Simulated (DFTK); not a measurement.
# HfC (Fm-3m) in DFTK: equation of state

Aim: energy against volume of HfC in PBE, for its equilibrium volume and stiffness.

Everything below comes from runs of DFTK 0.8.2. Logs are shortened: lines on timing, memory, paths and dates and some standing lists are left out, and cuts for length are marked.

## 1. Starting point

It takes space group Fm-3m (No. 225, cubic). Conventional cell: a = 4.650 Å, b = 4.650 Å, c = 4.650 Å, α = 90.00°, β = 90.00°, γ = 90.00°. Around Hf (site symmetry m-3m) lie 6 C at 2.33 Å. Around C (site symmetry m-3m) lie 6 Hf at 2.33 Å.

## 2. Equation of state, PBE

Input file run.jl:

```julia
using DFTK
using PseudoPotentialData
using Unitful, UnitfulAtomic
using LinearAlgebra, Printf
include("save.jl")
disable_threading()

# lattice vectors are the columns
lattice = austrip(1u"Å") * [           0.0          2.325          2.325;
                    2.325            0.0          2.325;
                    2.325          2.325            0.0]
symbols   = [:Hf, :C]
positions = [[0.5, 0.5, 0.5],
             [0.0, 0.0, 0.0]]
pseudopotentials = PseudoFamily("dojo.nc.sr.pbe.v0_4_1.standard.upf")
elements = Dict(s => ElementPsp(s, pseudopotentials) for s in unique(symbols))
atoms    = [elements[s] for s in symbols]

build_model(lattice, positions; symmetries=true) =
    model_DFT(lattice, atoms, positions;
              functionals=PBE(),
              temperature=austrip(0.05u"eV"),
              smearing=Smearing.FermiDirac(),
              symmetries)
Ecut  = 41.0  # hartree
kgrid = [10, 10, 10]
tol   = 1e-6
to_GPa = ustrip(uconvert(u"GPa", 1u"hartree/bohr^3"))

results["points"] = []
for scale in [0.94, 0.96, 0.98, 1.0, 1.02, 1.04, 1.06]
    println("\n=== scale = ", scale)
    model = build_model(cbrt(scale) * lattice, positions)
    basis = PlaneWaveBasis(model; Ecut, kgrid)
    t0 = time()
    scfres = self_consistent_field(basis;
                                   tol,
                                   nbandsalg=AdaptiveBands(model; n_bands_converge=13))
    seconds = time() - t0
    @printf "SCF: %d iterations, %.1f s\n" scfres.n_iter seconds
    forces = compute_forces_cart(scfres)
    stress = compute_stresses_cart(scfres)
    @printf "V = %.5f Å^3  F = %.8f Ha  max force = %.5f eV/Å  p = %.4f GPa\n" ustrip(auconvert(u"Å^3", model.unit_cell_volume)) scfres.energies.total ustrip(auconvert(u"eV/Å", maximum(norm, forces))) (-tr(stress) / 3 * to_GPa)
    push!(results["points"], save_scf!(scfres; forces, stress, d=Dict{String,Any}("seconds" => seconds, "n_matvec" => get(scfres, :n_matvec, 0))))
end

# third-order Birch-Murnaghan fit in x = V^(-2/3)
V = [0.94, 0.96, 0.98, 1.0, 1.02, 1.04, 1.06] * abs(det(lattice))
E = [p["total"] for p in results["points"]]
x = V .^ (-2 / 3)
c = [x .^ 0 x x .^ 2 x .^ 3] \ E
Δ = c[3]^2 - 3c[2] * c[4]
if Δ > 0
    x0 = (-c[3] + sqrt(Δ)) / 3c[4]
    B0 = 4 / 9 * x0^(7 / 2) * (2c[3] + 6c[4] * x0)
    @printf "V0 = %.4f Å^3  B0 = %.2f GPa\n" ustrip(auconvert(u"Å^3", x0^(-3 / 2))) B0 * to_GPa
end
```

Potentials or basis: dojo.nc.sr.pbe.v0_4_1.standard.upf (PBE).

Launch:

```bash
julia --threads=1 run.jl  # save.jl only writes the numbers to a file and isn't shown; printed stress counts tension as positive; times include loading and compiling
```

Output:

```text
=== scale = 0.94
n     Energy            log10(ΔE)   log10(Δρ)   Diag   Δtime
---   ---------------   ---------   ---------   ----   ------
  1   -62.34053666099                   -0.55    5.1    14.2s
  2   -62.50077819298       -0.80       -1.53    2.5    9.35s
  3   -62.50249517652       -2.77       -2.24    2.8    9.19s
  4   -62.50250913273       -4.86       -3.12    2.4    8.87s
  5   -62.50251005924       -6.03       -3.57    3.1    10.1s
  6   -62.50251008225       -7.64       -4.31    1.6    7.38s
  7   -62.50251008366       -8.85       -4.74    2.7    9.29s
  8   -62.50251008371      -10.33       -5.39    1.7    7.75s
  9   -62.50251008373      -10.67       -6.24    2.5    8.80s
SCF: 9 iterations, 85.9 s
V = 23.62799 Å^3  F = -62.50251008 Ha  max force = 0.00000 eV/Å  p = 17.1279 GPa

=== scale = 0.96
n     Energy            log10(ΔE)   log10(Δρ)   Diag   Δtime
---   ---------------   ---------   ---------   ----   ------
  1   -62.33929101460                   -0.55    5.1    14.0s
[... 45 further cycles ...]
  1   -62.32375544576                   -0.55    5.1    9.44s
  2   -62.50255981875       -0.75       -1.67    2.7    5.96s
  3   -62.50332765331       -3.11       -2.14    2.6    5.87s
  4   -62.50333827575       -4.97       -2.93    2.3    5.34s
  5   -62.50334006938       -5.75       -3.27    2.8    6.19s
  6   -62.50334015967       -7.04       -3.83    1.3    4.49s
  7   -62.50334016454       -8.31       -4.77    2.5    5.49s
  8   -62.50334016494       -9.40       -5.43    3.1    6.63s
  9   -62.50334016495      -11.12       -5.96    2.1    5.53s
 10   -62.50334016495      -11.92       -6.83    2.2    5.52s
SCF: 10 iterations, 61.9 s
V = 26.64433 Å^3  F = -62.50334016 Ha  max force = 0.00000 eV/Å  p = -11.9512 GPa
V0 = 25.1870 Å^3  B0 = 236.73 GPa
```

It took 24 min on 1 thread of Intel Xeon Platinum 8259CL at 2.50GHz (Skylake/Cascade Lake), shared host; peak memory 1.7 GiB.

What came out:

```yaml
Equilibrium_volume: 12.59 Å³/atom
Bulk_modulus: 237 GPa
Pressure_derivative_of_the_bulk_modulus: 4.0
```

Energy against volume, from the lowest point:
| volume (Å³/atom) | energy (meV/atom) |
| --- | --- |
| 11.814 | 39.61 |
| 12.065 | 17.54 |
| 12.317 | 4.63 |
| 12.568 | 0.00 |
| 12.819 | 2.87 |
| 13.071 | 12.53 |
| 13.322 | 28.32 |

The run has no spin-orbit coupling, so splittings on Hf are missing.

## 3. Single point, PBE, 11.81 Å³/atom (volume scaled by 0.94)

run.jl is that of step 2.

Potentials or basis: dojo.nc.sr.pbe.v0_4_1.standard.upf (PBE).

Launch:

```bash
julia --threads=1 run.jl  # one pass of the loop, scale = 0.94; save.jl only writes the numbers to a file and isn't shown; printed stress counts tension as positive; times include loading and compiling
```

Run time: 86 s. Hardware: 1 thread of Intel Xeon Platinum 8259CL at 2.50GHz (Skylake/Cascade Lake), shared host.

It converged, with:

- Free energy: -1700.7799 eV
- Pressure: 17.1 GPa
- Band gap on the k mesh: none (metal or under the smearing width)

## 4. Single point, PBE, 12.07 Å³/atom (volume scaled by 0.96)

run.jl is that of step 3.

Launch:

```bash
julia --threads=1 run.jl  # one pass of the loop, scale = 0.96; save.jl only writes the numbers to a file and isn't shown; printed stress counts tension as positive; times include loading and compiling
```

It took 85 s on 1 thread of Intel Xeon Platinum 8259CL at 2.50GHz (Skylake/Cascade Lake), shared host.

Results (log left out):

```
Free energy            : -1700.8241 eV
Pressure               : 11.0 GPa
Band gap on the k mesh : none (metal or under the smearing width)
```

## 5. Single point, PBE, 12.32 Å³/atom (volume scaled by 0.98)

run.jl is that of step 4.

Launch:

```bash
julia --threads=1 run.jl  # one pass of the loop, scale = 0.98; save.jl only writes the numbers to a file and isn't shown; printed stress counts tension as positive; times include loading and compiling
```

Run time: 85 s. Hardware: 1 thread of Intel Xeon Platinum 8259CL at 2.50GHz (Skylake/Cascade Lake), shared host.

The run converged. Its results:

```
Free energy            : -1700.8499 eV
Pressure               : 5.4 GPa
Band gap on the k mesh : none (metal or under the smearing width)
```

## 6. Single point, PBE, 12.57 Å³/atom

run.jl is that of step 5.

Potentials or basis: dojo.nc.sr.pbe.v0_4_1.standard.upf (PBE).

Launch:

```bash
julia --threads=1 run.jl  # one pass of the loop, scale = 1.0; save.jl only writes the numbers to a file and isn't shown; printed stress counts tension as positive; times include loading and compiling
```

Run time: 85 s. Hardware: 1 thread of Intel Xeon Platinum 8259CL at 2.50GHz (Skylake/Cascade Lake), shared host.

Results (log left out):

```yaml
Free_energy: -1700.8592 eV
Pressure: 0.4 GPa
Band_gap_on_the_k_mesh: none (metal or under the smearing width)
```

## 7. Single point, PBE, 12.82 Å³/atom (volume scaled by 1.02)

run.jl is that of step 6.

Launch:

```bash
julia --threads=1 run.jl  # one pass of the loop, scale = 1.02; save.jl only writes the numbers to a file and isn't shown; printed stress counts tension as positive; times include loading and compiling
```

It took 55 s on 1 thread of Intel Xeon Platinum 8259CL at 2.50GHz (Skylake/Cascade Lake), shared host.

Results (log left out):

```
Free energy            : -1700.8534 eV
Pressure               : -4.1 GPa
Band gap on the k mesh : none (metal or under the smearing width)
```

## 8. Single point, PBE, 13.07 Å³/atom (volume scaled by 1.04)

run.jl is that of step 7.

Launch:

```bash
julia --threads=1 run.jl  # one pass of the loop, scale = 1.04; save.jl only writes the numbers to a file and isn't shown; printed stress counts tension as positive; times include loading and compiling
```

Wall time 61 s (1 thread of Intel Xeon Platinum 8259CL at 2.50GHz (Skylake/Cascade Lake), shared host).

The run converged. Its results:

```yaml
Free_energy: -1700.8341 eV
Pressure: -8.2 GPa
Band_gap_on_the_k_mesh: none (metal or under the smearing width)
```

## 9. Single point, PBE, 13.32 Å³/atom (volume scaled by 1.06)

run.jl is that of step 8.

Potentials or basis: dojo.nc.sr.pbe.v0_4_1.standard.upf (PBE).

Launch:

```bash
julia --threads=1 run.jl  # one pass of the loop, scale = 1.06; save.jl only writes the numbers to a file and isn't shown; printed stress counts tension as positive; times include loading and compiling
```

It took 62 s on 1 thread of Intel Xeon Platinum 8259CL at 2.50GHz (Skylake/Cascade Lake), shared host.

It converged, with:

```yaml
Free_energy: -1700.8025 eV
Pressure: -12.0 GPa
Band_gap_on_the_k_mesh: none (metal or under the smearing width)
```
